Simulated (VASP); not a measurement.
## NbN: relaxation of cell and atoms with LDA

NbN:

```
Nb N
1.0
     0.00000    2.17804    2.17804
     2.17804    0.00000    2.17804
     2.17804    2.17804    0.00000
Nb N
1 1
Direct
  0.50000 0.50000 0.50000
  0.00000 0.00000 0.00000
```

Measurements of this composition are mostly on another form, of space group No. 194.

```json
{"Program": "VASP 6.6.1", "Task": "relaxation of cell and atoms", "Functional": "LDA", "Potentials or basis": "VASP PAW LDA potentials, release 64 (Nb_sv, N)", "Cutoff": "600 eV", "k mesh": "14 × 14 × 14", "Occupations": "methfessel-paxton, width 0.1 eV", "Spin": "no spin polarisation", "Further INCAR settings": "ALGO = Normal; EDIFF = 1e-07; IBRION = 2; EDIFFG = -0.005; NSW = 90; ISIF = 3"}
```

| Quantity | Value |
| --- | --- |
| Relaxed volume | 10.33 Å³/atom |
| Relaxed cell | a = 3.080 Å, b = 3.080 Å, c = 3.080 Å, α = 60.00°, β = 60.00°, γ = 60.00° |
| Space group after relaxing (to 0.05 Å) | Fm-3m (No. 225) |
| Energy gained by relaxing | 0.0 meV/atom |
| Ionic steps | 3 |
| Pressure after relaxing | 0.0 GPa |

Final structure:
```
CELL_PARAMETERS angstrom
0.00000 2.17778 2.17778
2.17778 0.00000 2.17778
2.17778 2.17778 0.00000
ATOMIC_POSITIONS crystal
Nb 0.50000 0.50000 0.50000
N 0.00000 0.00000 0.00000
```

Levels at points of the mesh, in eV from the Fermi level:
| k point | band 7 | band 8 | band 9 | band 10 | band 11 | band 12 |
| --- | --- | --- | --- | --- | --- | --- |
| (0.00, 0.00, 0.00) | -3.36 | -3.36 | -2.05 | -2.05 | -2.05 | -0.14 |
| (0.50, 0.00, 0.00) | -7.22 | -7.22 | 1.61 | 1.61 | 2.13 | 4.67 |
| (0.50, 0.50, 0.00) | -5.20 | -3.99 | -3.99 | 1.69 | 3.00 | 3.00 |

Run time: 98 s on 1 thread of Intel(R) Xeon(R) Platinum 8488C (Sapphire Rapids) (shared host), peak memory 0.17 GiB.

Caveat: the bands computed are all filled at some k points, so no gap is given.
